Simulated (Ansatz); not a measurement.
## Si: Hf on a Si site

These are results of Ansatz, DFT PBE, scalar-relativistic, plane waves, PAW, not measurements. Run with 420 eV cutoff, 2×2×2 k-mesh, Gaussian smearing of 0.01 eV, collinear spin in charge +1, -1 alone.

Host crystal, relaxed:

```
Si
1.0
     0.00000    2.73505    2.73505
     2.73505    0.00000    2.73505
     2.73505    2.73505    0.00000
Si
2
Direct
  0.25000 0.25000 0.25000
  0.00000 0.00000 0.00000
```

Supercell of 16 atoms, rows in host cell vectors: 0 -2 2; 0 0 2; -2 0 2. Atoms relax at the host's cell, keeping the symmetry that the supercell leaves at the site. The cell is small, so energies carry finite-size errors of tenths of an eV. The host's Kohn–Sham gap is 0.61 eV. Atoms are taken from and returned to the elements' standard states. Charged cells are corrected for image charges with the computed static dielectric tensor (mean 13.0) and aligned with the host's potential at far atoms (alignment terms reach 0.89 eV). No band-filling term is added, and the Fermi level counts from the host's valence band top.

Spin-orbit coupling is left out, which matters for the bands and energies of heavy elements.

Defect: Hf on a Si site at (0.250, 0.250, 0.250) of the host cell.

Q: What is the formation energy of the neutral defect?

A: 2.29 eV.

Q: Does the neutral defect carry a moment, and how do its surroundings relax?

A: The neutral run had no spin polarisation, so a moment wasn't tested. The nearest neighbours before are 4 Si at 2.37 Å; after relaxation the atoms near the site are 4 Si at 2.54 Å; the largest move is 0.17 Å.

Q: Charges +1, 0, -1 were computed. Which is stable where in the gap?

A: Among the charges computed the stable one is 0 at the valence band top and stays so across the gap. In charge +1, -1 the extra carrier would gain by moving to a band edge of the host, so it isn't bound in the gap, though by less than the errors named above. In charge +1, -1 the cell has partly filled bands: a level of the defect may be part filled, the carrier may sit in the host's bands, or levels may cross between the k points, so transitions that involve it are doubtful. Levels between neighbouring charges: (+1/0) -0.01 eV, (0/-1) 0.73 eV.